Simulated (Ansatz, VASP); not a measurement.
One calculation of MgS, two programs

INCAR

```
SYSTEM = MgS
ALGO = Normal ; EDIFF = 1E-6
ENCUT = 520 ; GGA = PS
ISIF = 2 ; ISMEAR = -1
LASPH = .True. ; LCHARG = .True.
LELF = .True. ; LREAL = .False.
LVHAR = .True. ; LWAVE = .False.
NBANDS = 16 ; NELM = 100
PREC = Accurate ; SIGMA = 0.05
```

KPOINTS

```
k-points
0
Gamma
  8 8 4
  0 0 0
```

File POSCAR:

```
MgS
1.0
    4.0346224068      0.0000000000      0.0000000000
   -2.0173112034      3.4940854990      0.0000000000
    0.0000000000      0.0000000000      6.4322941800
S Mg
2 2
Direct
    0.6666666667      0.3333333333      0.8792441500
    0.3333333333      0.6666666667      0.3792441500
    0.3333333333      0.6666666667      0.9957548500
    0.6666666667      0.3333333333      0.4957548500
```

The input input.yaml:

```yaml
crystal:
  lattice:
    - [4.0346224068, 0.0, 0.0]
    - [-2.0173112034, 3.494085499, 0.0]
    - [0.0, 0.0, 6.43229418]
  atoms:
    - { symbol: S, position: [0.6666666667, 0.3333333333, 0.87924415] }
    - { symbol: S, position: [0.3333333333, 0.6666666667, 0.37924415] }
    - { symbol: Mg, position: [0.3333333333, 0.6666666667, 0.99575485] }
    - { symbol: Mg, position: [0.6666666667, 0.3333333333, 0.49575485] }
hamiltonian:
  xc: pbesol
  pseudopotentials: { kind: paw }
kpoints:
  mp_grid: { grid: [8, 8, 4] }
  band_path:
    path:
      - [[0.0, 0.0, 0.0], [0.5, 0.0, 0.0], [0.3333333333, 0.3333333333, 0.0], [0.0, 0.0, 0.0], [0.0, 0.0, 0.5], [0.5, 0.0, 0.5], [0.3333333333, 0.3333333333, 0.5], [0.0, 0.0, 0.5]]
      - [[0.5, 0.0, 0.5], [0.5, 0.0, 0.0]]
      - [[0.3333333333, 0.3333333333, 0.0], [0.3333333333, 0.3333333333, 0.5]]
    npoints: 14
scf:
  occupations: { method: fermi_dirac, width: 0.05 }
  n_extra_bands: 10
output:
  forces: true
  stress: true
  eigenvalues: true
  fatbands: true
  write_density: true
  write_potential: true
  elf: true
  volumetric_format: npy
```

The cell comes from a database or a generator and needn't be the stable form of this composition.

Alike in both runs: functional PBEsol; k mesh 8 × 8 × 4; occupations fermi-dirac, width 0.05 eV; no spin polarisation.

```csv
,VASP,Ansatz
version,VASP 6.6.1,Ansatz 0.2.0
potentials or method,"VASP PAW PBE potentials, release 64 (S, Mg)",Ansatz PAW
plane-wave cutoff (eV),520,420
valence electrons in the cell,16,32
task,single point,band structure
```

```csv
,VASP,Ansatz,Ansatz less VASP
gap on the k mesh at the Fermi level (eV),3.27,3.27,-0.002
least direct gap on the mesh (eV),3.27,3.27,-0.002
pressure (GPa),-0.4,-0.3,+0.09
largest component of the traceless stress (GPa),0.22,0.22,+0.006
rms of the force components (eV/Å),0.026,0.026,-0.0003
```

Atom by atom the forces differ by 0.000 eV/Å (rms over components). With one functional, cell and mesh, what is left measures potentials, basis and numerics. The two sets of potentials don't hold the same shells in valence.

Caveats: the PAW data sets were made with another functional, which shifts forces and pressure a little (VASP); the PAW data sets come from PBE, with cores solved anew for the run's functional, which leaves a small shift of forces and pressure (Ansatz).
